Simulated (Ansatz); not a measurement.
The system is FePt (Tetraferroplatinum).

```
CELL_PARAMETERS angstrom
2.72350 0.00000 0.00000
0.00000 2.72350 0.00000
0.00000 0.00000 3.72000
ATOMIC_POSITIONS crystal
Pt 0.50000 0.50000 0.50000
Fe 0.00000 0.00000 0.00000
```

| Item | Value |
| --- | --- |
| Program | Ansatz 0.2.0 |
| Task | single point |
| Functional | PBEsol |
| Potentials or basis | Ansatz PAW |
| Cutoff | 420 eV (not typed: the program's choice for these potentials) |
| k mesh | 10 × 10 × 7 |
| Occupations | fermi-dirac, width 0.05 eV |
| Spin | collinear spin, ferromagnetic start |
| Starting moments | [0.0, 3.0] μB |

On this cell: pressure -6.0 GPa; largest force under 0.003 eV/Å; net moment 3.28 μB per cell; site moments Pt +0.39; Fe +2.94 μB; band gap on the k mesh none (metal or under the smearing width).

The same run follows on a disturbed copy (atoms moved at random, drawn with an rms of 0.05 Å):

```
Pt Fe
1.0
     2.72350    0.00000    0.00000
     0.00000    2.72350    0.00000
     0.00000    0.00000    3.72000
Pt Fe
1 1
Direct
  0.49659 0.49727 0.50219
  0.99122 0.01900 0.01158
```

Task: What does the disturbed cell give?

Result: The energy (extrapolated to zero smearing) moves by +6.2 meV/atom; pressure -5.7 GPa; largest force 0.378 eV/Å; net moment 3.28 μB per cell; site moments Pt +0.39; Fe +2.93 μB; band gap on the k mesh none (metal or under the smearing width).

Forces in eV/Å, atoms in the order of the input:
```
Pt  -0.059  0.237  0.288
Fe   0.059 -0.237 -0.288
```

Stress tensor (GPa, compression positive):
```
-6.02 -0.05 -0.09
-0.05 -6.04  0.35
-0.09  0.35 -5.00
```

Caveats: the PAW data sets come from PBE, with cores solved anew for the run's functional, which leaves a small shift of forces and pressure.
